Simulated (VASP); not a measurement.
# AlN (Fm-3m) in VASP: a series of runs, part 3 of 4

VASP 6.6.1. The steps go on from the part before.

### 4 G0W0 quasiparticle levels, PBE

POSCAR

```
AlN
1.0
    0.0000000000      2.0345180000      2.0345180000
    2.0345180000      0.0000000000      2.0345180000
    2.0345180000      2.0345180000      0.0000000000
Al N
1 1
Direct
    0.5000000000      0.5000000000      0.5000000000
    0.0000000000      0.0000000000      0.0000000000
```

INCAR.step1

```
SYSTEM = AlN
PREC = Accurate ; ENCUT = 450
EDIFF = 1E-8 ; ISMEAR = 0
SIGMA = 0.01 ; LREAL = .False.
LASPH = .True. ; NELM = 60
ALGO = Fast ; LWAVE = .True.
LCHARG = .False. ; GGA = PE
```

INCAR.step2

```
SYSTEM = AlN
PREC = Accurate ; ENCUT = 450
EDIFF = 1E-8 ; ISMEAR = 0
SIGMA = 0.01 ; LREAL = .False.
LASPH = .True. ; NELM = 1
ALGO = Exact ; LWAVE = .True.
LCHARG = .False. ; GGA = PE
NBANDS = 16 ; LOPTICS = .True.
ISTART = 1
```

INCAR.step3

```
SYSTEM = AlN
PREC = Accurate ; ENCUT = 450
EDIFF = 1E-8 ; ISMEAR = 0
SIGMA = 0.01 ; LREAL = .False.
LASPH = .True. ; ALGO = EVGW0
LWAVE = .False. ; LCHARG = .False.
GGA = PE ; NELMGW = 1
NBANDS = 16 ; ENCUTGW = 150
NOMEGA = 48 ; PRECFOCK = Fast
ISTART = 1 ; NBANDSGW = 12
```

KPOINTS

```
regular mesh
0
Gamma
  3 3 3
  0 0 0
```

Potentials or basis: VASP PAW PBE potentials, release 64 (Al_GW, N_GW).

Launch:

```console
> cat potpaw_PBE.64/Al_GW/POTCAR potpaw_PBE.64/N_GW/POTCAR > POTCAR
> cp INCAR.step1 INCAR
> mpirun -np 1 vasp_std > vasp.out
> cp INCAR.step2 INCAR
> mpirun -np 1 vasp_std > vasp.out
> cp INCAR.step3 INCAR
> mpirun -np 1 vasp_std > vasp.out
```

OUTCAR:

```text
SYSTEM = AlN
   PREC = Accurate
   ENCUT = 450
   EDIFF = 1E-8
   ISMEAR = 0
   LREAL = .False.
   LASPH = .True.
   GGA = PE
   NELMGW = 1
   ENCUTGW = 150
   PRECFOCK = Fast
   ISTART = 1

 Found      4 irreducible k-points:

 Following reciprocal coordinates:
            Coordinates               Weight
  0.000000  0.000000  0.000000      1.000000
  0.333333  0.000000  0.000000      8.000000
  0.333333  0.333333  0.000000      6.000000
 -0.333333  0.333333  0.000000     12.000000
   k-points           NKPTS =      4   k-points in BZ     NKDIM =     27   number of bands    NBANDS=     16
   number of dos      NEDOS =    301   number of ions     NIONS =      2
   total plane-waves  NPLWV =   8000
   dimension x,y,z NGX =    20 NGY =   20 NGZ =   20
   dimension x,y,z NGXF=    40 NGYF=   40 NGZF=   40
   ions per type =               1   1
   NGX,Y,Z   is equivalent  to a cutoff of  11.56, 11.56, 11.56 a.u.
   NGXF,Y,Z  is equivalent  to a cutoff of  23.11, 23.11, 23.11 a.u.
 SYSTEM =  AlN
   PREC   = accura    normal or accurate (medium, high low for compatibility)
   ISTART =      1    job   : 0-new  1-cont  2-samecut
   ICHARG =      0    charge: 1-file 2-atom 10-const
   ISPIN  =      1    spin polarized calculation?
   LNONCOLLINEAR =      F non collinear calculations
   LSORBIT =      F    spin-orbit coupling
   LASPH  =      T    aspherical Exc in radial PAW
   ENCUT  =  450.0 eV  33.07 Ry    5.75 a.u.   4.98  4.98  4.98*2*pi/ulx,y,z
   NELM   =     60;   NELMIN=  2; NELMDL=  0     # of ELM steps
   EDIFF  = 0.1E-07   stopping-criterion for ELM
   LREAL  =      F    real-space projection
   EDIFFG = 0.1E-06   stopping-criterion for IOM
   NSW    =      0    number of steps for IOM
   IBRION =     -1    ionic relax: 0-MD 1-quasi-New 2-CG
   NFREE  =      0    steps in history (QN), initial steepest desc. (CG)
   ISIF   =      0    stress and relaxation
   ISYM   =      3    0-nonsym 1-usesym 2-fastsym
   POTIM  = 0.5000    time-step for ionic-motion
   TEBEG  =    0.0;   TEEND  =   0.0 temperature during run
   PSTRESS=    0.0 pullay stress
   NELECT =       8.0000    total number of electrons
   NUPDOWN=      -1.0000    fix difference up-down
   EMIN   =  10.00;   EMAX   =-10.00  energy-range for DOS
   EFERMI =   0.00;   METHOD = LEGACY
   ISMEAR =     0;   SIGMA  =   0.01  broadening in eV -4-tet -1-fermi 0-gaus
   EFERMI_NEDOS =   21; number of points for ismear=-14 and -15
   IALGO  =     38    algorithm
   IMIX   =      4    mixing-type and parameters
     AMIX     =   0.40;   BMIX     =  1.00
     AMIX_MAG =   1.60;   BMIX_MAG =  1.00
  volume/ion in A,a.u.               =       8.42        56.83
  Fermi-wavevector in a.u.,A,eV,Ry     =   1.277321  2.413786 22.198561  1.631548
  Thomas-Fermi vector in A             =   2.409927
   LORBIT       =      0    0 simple, 1 ext, 2 COOP (PROOUT), +10 PAW based schemes
   GGA     = PE    functional components
   LHFCALC =     T    Hartree Fock is set to
   PRECFOCK=fast      Normal, Fast or Accurate (Low or Medium for compatibility)
   ENCUT4O =  -1.0   cutoff for four orbital integrals eV
   NKREDX  =     1    reduce k-point grid by
   NKREDY  =     1    reduce k-point grid by
   NKREDZ  =     1    reduce k-point grid by
   AEXX    =    1.0000 exact exchange contribution
   HFSCREEN=    0.0000 screening length (either q_TF or 0.3 A-1)
   HFSCREENC=   0.0000 screening length for correlation (either q_TF or 0.3 A-1)
   ENCUTFOCK=  -1.0 apply spherical cutoff to Coloumb kernel
   IVDW    =     0    specifies the selected vdW correction
   LEPSILON=     F    determine dielectric tensor
   LRPA    =     F    only Hartree local field effects (RPA)
   LRPAFORCE           =     F    calculate RPA forces
   ENCUTGW             = 150.0    cutoff for response function in eV
   ENCUTGWSOFT         = 120.0    soft cutoff for Coulomb kernel in GW response function in eV
   ENCUTLF             =  -1.0    cutoff for local field effects
   NELMGW              =     1    number of iterations in solving QP/BSE equation
   NELMHF              =     1    number of iterations in the inner HF iteration
   NKREDLFX            =     1    NKREDLFY  =   1   NKREDLFZ  =   1
 non-spin polarized calculation
 Gauss-broadening in eV      SIGMA  =   0.01
  energy-cutoff  :      450.00
  volume of cell :       16.84
 maximum number of plane-waves:       375
  NGX = 12; NGY = 12; NGZ = 12
   NGX =  9   NGY =  9   NGZ =  9
 maximum number of plane-waves:        76

 QP shifts <psi_nk| G(iteration)W_0 |psi_nk>: iteration 1
 for sc-GW calculations column KS-energies equals QP-energies in previous step
 and V_xc(KS)=  KS-energies - (<T + V_ion + V_H > + <T+V_H+V_ion>^1  + <V_x>^1)

 k-point   1 :       0.0000    0.0000    0.0000
  band No.  KS-energies  QP-energies   sigma(KS)   V_xc(KS)     V^pw_x(r,r')   Z            occupation Imag(sigma)

      1      -8.8172      -9.9401     -16.1701     -14.5806     -24.7400       0.7064       2.0000       1.6203
      2       8.6417       8.6796     -17.2886     -17.3361     -21.4544       0.7966       2.0000       0.1526
      3       8.6417       8.6796     -17.2886     -17.3361     -21.4544       0.7966       2.0000       0.1526
      4       8.6417       8.6796     -17.2886     -17.3361     -21.4544       0.7966       2.0000       0.1526
      5      13.9874      15.5743     -12.6082     -14.5891      -8.4956       0.8011       0.0000      -0.1392
      6      20.5617      22.1040      -8.7225     -10.5979      -4.3058       0.8224       0.0000      -0.1590
      7      20.5617      22.1040      -8.7225     -10.5979      -4.3058       0.8224       0.0000      -0.1590
      8      20.5617      22.1040      -8.7225     -10.5979      -4.3058       0.8224       0.0000      -0.1590
      9      25.6576      26.6296      -8.1367      -9.4009      -2.4763       0.7689       0.0000      -0.5125
     10      26.0934      28.0620      -9.0464     -11.4784      -4.4140       0.8095       0.0000      -0.2423
     11      26.0934      28.0620      -9.0464     -11.4784      -4.4140       0.8095       0.0000      -0.2423
     12      26.9887      28.6489      -9.0297     -11.1255      -2.8392       0.7922       0.0000      -0.6325

 k-point   2 :       0.3333    0.0000    0.0000
  band No.  KS-energies  QP-energies   sigma(KS)   V_xc(KS)     V^pw_x(r,r')   Z            occupation Imag(sigma)

      1      -6.7794      -7.9356     -16.9203     -15.3478     -25.0140       0.7352       2.0000       1.4417
      2       2.4183       1.7786     -15.0399     -14.2132     -19.8467       0.7738       2.0000       0.2518
      3       7.8138       7.7218     -16.9153     -16.7996     -21.1358       0.7954       2.0000       0.1612
      4       7.8138       7.7218     -16.9153     -16.7996     -21.1358       0.7954       2.0000       0.1612
      5      14.9153      16.3053     -10.7329     -12.4413      -6.5533       0.8137       0.0000      -0.1340
      6      19.9451      21.5270      -9.0049     -10.9479      -4.4350       0.8141       0.0000      -0.1658
      7      19.9451      21.5270      -9.0049     -10.9479      -4.4350       0.8141       0.0000      -0.1658
      8      20.5266      22.6404     -12.7933     -15.5074      -7.9218       0.7788       0.0000      -0.2313
      9      24.7169      26.0565      -8.3533     -10.0992      -2.5506       0.7673       0.0000      -0.4082
     10      26.1280      27.8364      -9.0308     -11.1890      -3.7446       0.7916       0.0000      -0.3964
     11      26.1280      27.8364      -9.0308     -11.1890      -3.7446       0.7916       0.0000      -0.3964
     12      35.9566      38.3804      -9.3498     -12.4202      -3.1438       0.7894       0.0000      -1.1355

 k-point   3 :       0.3333    0.3333    0.0000
  band No.  KS-energies  QP-energies   sigma(KS)   V_xc(KS)     V^pw_x(r,r')   Z            occupation Imag(sigma)

      1      -6.1445      -7.3323     -17.1159     -15.6317     -25.1383       0.8002       2.0000       1.4010
      2       3.1982       2.6320     -15.5803     -14.8519     -20.3329       0.7773       2.0000       0.2330
      3       6.3899       6.0843     -16.1670     -15.7804     -20.4914       0.7905       2.0000       0.1767
      4       6.3899       6.0843     -16.1670     -15.7804     -20.4914       0.7905       2.0000       0.1767
      5      14.5362      15.9487      -9.8737     -11.5984      -5.7147       0.8190       0.0000      -0.1253
      6      14.7645      15.9026      -8.7674     -10.1370      -4.6570       0.8310       0.0000      -0.1185
      7      20.6610      22.6826     -12.5131     -15.1054      -7.5327       0.7798       0.0000      -0.2391
      8      24.3480      26.2676     -10.8163     -13.3184      -5.2756       0.7672       0.0000      -0.3636
      9      24.3480      26.2676     -10.8163     -13.3184      -5.2756       0.7672       0.0000      -0.3636
     10      29.3535      31.5469      -8.9419     -11.6555      -4.1244       0.8083       0.0000      -0.4017
     11      33.2533      35.1858      -7.7922     -10.1294      -1.8393       0.8269       0.0000      -0.9425
     12      33.2533      35.1858      -7.7922     -10.1294      -1.8393       0.8269       0.0000      -0.9425

 k-point   4 :      -0.3333    0.3333    0.0000
  band No.  KS-energies  QP-energies   sigma(KS)   V_xc(KS)     V^pw_x(r,r')   Z            occupation Imag(sigma)

      1      -4.8088      -5.7948     -17.9089     -16.6934     -26.0140       0.8112       2.0000       1.2953
      2       2.4746       1.8242     -14.5555     -13.7206     -19.1605       0.7791       2.0000       0.2347
      3       2.7783       2.1080     -14.6260     -13.7664     -19.2138       0.7799       2.0000       0.2283
      4       6.7059       6.4535     -16.3498     -16.0312     -20.6361       0.7920       2.0000       0.1754
      5      14.9498      16.2727      -9.3683     -10.9767      -5.1572       0.8224       0.0000      -0.1267
      6      18.9626      20.9292     -12.2588     -14.7418      -7.8571       0.7921       0.0000      -0.1730
      7      20.4573      22.4453     -12.2379     -14.7638      -7.5244       0.7871       0.0000      -0.2156
      8      21.9832      23.8214      -9.9584     -12.2465      -4.9831       0.8034       0.0000      -0.2446
      9      24.8370      26.3837      -9.3917     -11.3985      -3.7527       0.7707       0.0000      -0.3933
     10      28.3344      30.0947      -8.3920     -10.5322      -3.1688       0.8225       0.0000      -0.5354
     11      31.7419      33.5117      -8.4083     -10.6832      -2.2499       0.7780       0.0000      -0.8269
     12      35.0344      37.5176      -9.8505     -12.9358      -3.8165       0.8049       0.0000      -1.0633
```

Run time: 8.5 s. Hardware: 1 thread of Intel Xeon Platinum 8488C (Sapphire Rapids), shared host; peak memory 0.13 GiB.

These settings aren't checked as converged: the numbers below hold their error.

What came out:

- Band gap on the k mesh, mean-field level: 5.35 eV, direct
- Quasiparticle gap: 6.89 eV
- Least direct quasiparticle gap: 6.89 eV

Caveat: the k mesh is coarse (spacing up to 0.89 Å⁻¹), so the values aren't converged; bands, screening cutoff and mesh are small and nothing is extrapolated, so the quasiparticle values aren't converged.

### 5 G0W0 quasiparticle levels, PBE

POSCAR is that of step 4.

INCAR.step1 is that of step 4.

INCAR.step2: that of step 4 with these lines changed.

```diff
@@ -7,3 +7,3 @@
 LCHARG = .False. ; GGA = PE
-NBANDS = 16 ; LOPTICS = .True.
+NBANDS = 24 ; LOPTICS = .True.
 ISTART = 1
```

INCAR.step3: that of step 4 with these lines changed.

```diff
@@ -7,3 +7,3 @@
 GGA = PE ; NELMGW = 1
-NBANDS = 16 ; ENCUTGW = 150
+NBANDS = 24 ; ENCUTGW = 150
 NOMEGA = 48 ; PRECFOCK = Fast
```

KPOINTS is that of step 4.

Potentials or basis: VASP PAW PBE potentials, release 64 (Al_GW, N_GW).

Launch:

```console
> cat potpaw_PBE.64/Al_GW/POTCAR potpaw_PBE.64/N_GW/POTCAR > POTCAR
> cp INCAR.step1 INCAR
> mpirun -np 1 vasp_std > vasp.out
> cp INCAR.step2 INCAR
> mpirun -np 1 vasp_std > vasp.out
> cp INCAR.step3 INCAR
> mpirun -np 1 vasp_std > vasp.out
```

OUTCAR:

```text
SYSTEM = AlN
   PREC = Accurate
   ENCUT = 450
   EDIFF = 1E-8
   ISMEAR = 0
   LREAL = .False.
   LASPH = .True.
   GGA = PE
   NELMGW = 1
   ENCUTGW = 150
   PRECFOCK = Fast
   ISTART = 1

 Found      4 irreducible k-points:

 Following reciprocal coordinates:
            Coordinates               Weight
[... 84 lines left out ...]
      1      -8.8172     -10.0375     -16.2882     -14.5806     -24.7400       0.7146       2.0000       1.4780
      2       8.6417       8.4623     -17.5620     -17.3361     -21.4544       0.7941       2.0000       0.1372
      3       8.6417       8.4623     -17.5620     -17.3361     -21.4544       0.7941       2.0000       0.1372
      4       8.6417       8.4623     -17.5620     -17.3361     -21.4544       0.7941       2.0000       0.1372
      5      13.9874      15.3426     -12.8886     -14.5891      -8.4956       0.7969       0.0000      -0.1254
      6      20.5617      21.7118      -9.1904     -10.5979      -4.3058       0.8172       0.0000      -0.1604
      7      20.5617      21.7118      -9.1904     -10.5979      -4.3058       0.8172       0.0000      -0.1604
      8      20.5617      21.7118      -9.1904     -10.5979      -4.3058       0.8172       0.0000      -0.1604
      9      25.6576      26.2040      -8.6892      -9.4010      -2.4763       0.7677       0.0000      -0.5017
     10      26.0934      27.6597      -9.5258     -11.4784      -4.4140       0.8021       0.0000      -0.2446
     11      26.0934      27.6597      -9.5258     -11.4784      -4.4140       0.8021       0.0000      -0.2446
     12      26.9887      28.3418      -9.4087     -11.1255      -2.8392       0.7882       0.0000      -0.6187
[... 36 lines left out ...]
      1      -4.8088      -5.8880     -18.0470     -16.6934     -26.0140       0.7973       2.0000       1.1760
      2       2.4746       1.6743     -14.7507     -13.7206     -19.1605       0.7769       2.0000       0.2184
      3       2.7783       1.9557     -14.8251     -13.7664     -19.2138       0.7770       2.0000       0.2114
      4       6.7059       6.2615     -16.5915     -16.0312     -20.6361       0.7931       2.0000       0.1518
      5      14.9498      16.0117      -9.6784     -10.9767      -5.1572       0.8179       0.0000      -0.1244
      6      18.9626      20.6364     -12.6294     -14.7418      -7.8571       0.7924       0.0000      -0.1693
      7      20.4573      22.1298     -12.6360     -14.7638      -7.5244       0.7860       0.0000      -0.2070
      8      21.9832      23.5171     -10.3310     -12.2465      -4.9831       0.8007       0.0000      -0.2396
      9      24.8370      26.0362      -9.8392     -11.3985      -3.7527       0.7691       0.0000      -0.3786
     10      28.3344      29.5797      -9.0028     -10.5322      -3.1688       0.8143       0.0000      -0.5279
     11      31.7419      33.0691      -8.9747     -10.6832      -2.2499       0.7769       0.0000      -0.8081
     12      35.0344      36.9689     -10.4837     -12.9358      -3.8165       0.7889       0.0000      -1.0303
```

OUTCAR.step1:

```text
SYSTEM = AlN
   PREC = Accurate
   ENCUT = 450
   EDIFF = 1E-8
   ISMEAR = 0
   LREAL = .False.
   LASPH = .True.
[... 151 lines left out ...]
      2.03452      2.03452      2.03452         0.000000      0.000000     -0.000000
      0.00000      0.00000      0.00000        -0.000000     -0.000000      0.000000
 -----------------------------------------------------------------------------------
    total drift:                                0.000000     -0.000000     -0.000000

  FREE ENERGIE OF THE ION-ELECTRON SYSTEM (eV)
  ---------------------------------------------------
  free  energy   TOTEN  =       -14.1775501413 eV

  energy  without entropy=      -14.1775501413  energy(sigma->0) =      -14.17755014
```

It took 9.1 s on 1 thread of Intel Xeon Platinum 8488C (Sapphire Rapids), shared host; peak memory 0.13 GiB.

These settings aren't checked as converged: the numbers below hold their error.

What came out:

```yaml
Band_gap_on_the_k_mesh_mean-field_level: 5.35 eV, direct
Quasiparticle_gap: 6.88 eV
Least_direct_quasiparticle_gap: 6.88 eV
```

Caveat: the k mesh is coarse (spacing up to 0.89 Å⁻¹), so the values aren't converged; bands, screening cutoff and mesh are small and nothing is extrapolated, so the quasiparticle values aren't converged.

(Continued in part 4 of 4.)
